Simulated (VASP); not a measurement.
A run of VASP 6.6.1 is set up as follows.

File INCAR:

```
PREC = Accurate
ENCUT = 600
EDIFF = 1E-6
ISMEAR = 0
SIGMA = 0.03
LREAL = False
LASPH = True
NELM = 80
ALGO = Normal
ISIF = 3
LWAVE = False
LCHARG = False
GGA = PS
IBRION = 2
NSW = 90
EDIFFG = -0.01
KPAR = 2
```

KPOINTS

```
Automatic mesh
0
Gamma
  8 8 8
```

The input POSCAR:

```
ZnGeP2
1.0
   -2.7300000000      2.7300000000      5.3800000000
    2.7300000000     -2.7300000000      5.3800000000
    2.7300000000      2.7300000000     -5.3800000000
Zn Ge P
2 2 4
Direct
    0.0000000000      0.0000000000      0.0000000000
    0.7500000000      0.2500000000      0.5000000000
    0.5000000000      0.5000000000      0.0000000000
    0.2500000000      0.7500000000      0.5000000000
    0.3750000000      0.3890000000      0.5140000000
    0.6110000000      0.1250000000      0.9860000000
    0.8750000000      0.8610000000      0.4860000000
    0.1390000000      0.6250000000      0.0140000000
```

Potentials or basis: VASP PAW PBE potentials, release 64 (Zn, Ge_d, P).

The run is started by

```console
$ cat potpaw_PBE.64/Zn/POTCAR potpaw_PBE.64/Ge_d/POTCAR potpaw_PBE.64/P/POTCAR > POTCAR
$ mpirun -np 2 vasp_std > vasp.out
```

(1) Predict the space group after relaxing (to 0.05 Å).

(2) Estimate the relaxed cell.

(3) Estimate the relaxed volume.

(4) Predict the band gap on the k mesh.

Results:

(1) I-42d (No. 122).

(2) a = 6.588 Å, b = 6.588 Å, c = 6.588 Å, α = 131.35°, β = 131.35°, γ = 71.25°.

(3) 19.71 Å³/atom.

(4) 1.14 eV, indirect (least direct gap 1.25 eV).

Caveat: the PAW data sets were made with another functional, which shifts forces and pressure a little.
